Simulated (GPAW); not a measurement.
Runs of GPAW 26.7.0 on CoO. Symmetry: I4/mmm, No. 139, tetragonal system. The conventional cell has a = 3.016 Å, b = 3.016 Å, c = 4.215 Å, α = 90.00°, β = 90.00°, γ = 90.00°. Around Co (site symmetry 4/mmm) lie 6 O at 2.11 to 2.13 Å. O (site symmetry 4/mmm) has 6 Co at 2.11 to 2.13 Å as nearest neighbours. 

| task | level | potentials or basis | spin | U | fixed moment (μB) | cell | smearing | optimizer | fmax | max steps | convergence | gap on the mesh (eV) | pressure (GPa) | moment (μB) | relaxed volume (Å³/atom) |
| --- | --- | --- | --- | --- | --- | --- | --- | --- | --- | --- | --- | --- | --- | --- | --- |
| single point | LDA+U | the program's PAW data sets (release 1.2.1) made for this functional, pw | collinear, ferromagnetic start | Co d U = 3 eV | - | as given | gaussian 0.05 eV | - | - | - | - | none | (c) | (a) | - |
| relaxation of cell and atoms | PBEsol | PAW data sets generated in the run's folder for this functional, pw | collinear, ferromagnetic start | - | - | relaxed | fermi-dirac 0.05 eV | BFGS | 0.02 eV/Å | 60 | density=1e-05 forces=0.0001 | none | -0.2 | 2.76 | (b) |
| relaxation of cell and atoms | PBEsol+D4 | PAW data sets generated in the run's folder for this functional, pw | collinear, ferromagnetic start | - | - | relaxed | fermi-dirac 0.05 eV | BFGS | 0.02 eV/Å | 60 | density=1e-05 forces=0.0001 | none | 0.2 | 2.74 | 9.01 |
| relaxation of cell and atoms | PBEsol+D3(BJ) | PAW data sets generated in the run's folder for this functional, pw | collinear, ferromagnetic start | - | - | relaxed | fermi-dirac 0.05 eV | BFGS | 0.02 eV/Å | 60 | density=1e-05 forces=0.0001 | none | 0.2 | 2.73 | 8.94 |
| single point | LDA+U | the program's PAW data sets (release 1.2.1) made for this functional, pw | collinear, zero start | Co d U = 3 eV | 0.0 | as given | gaussian 0.05 eV | - | - | - | - | - | -33.8 | 0.00 | - |

Alike in all rows: k mesh 9 × 9 × 9; cutoff (eV) 800.

Estimate the missing entries.

(a) 3.00; (b) 9.12; (c) -13.4.

Caveats: a cell with one magnetic atom can't hold antiferromagnetic order, which such compounds often take (some runs); each step starts from the last one's moments, so a moment once lost doesn't come back (some runs); later steps reuse the first step's grids (some runs); semilocal functionals often make such compounds metallic where correlation or magnetic order opens a gap, which also shifts bond lengths (some runs); pairwise dispersion overbinds metals, which lowers pressure and volume (some runs); the run has no moments, though such compounds are often magnetic (some runs); a magnetic state may lie lower (some runs).

A gap of «none» marks a metal or a gap under the smearing width.

Runs at the PBE level aren't shown here.
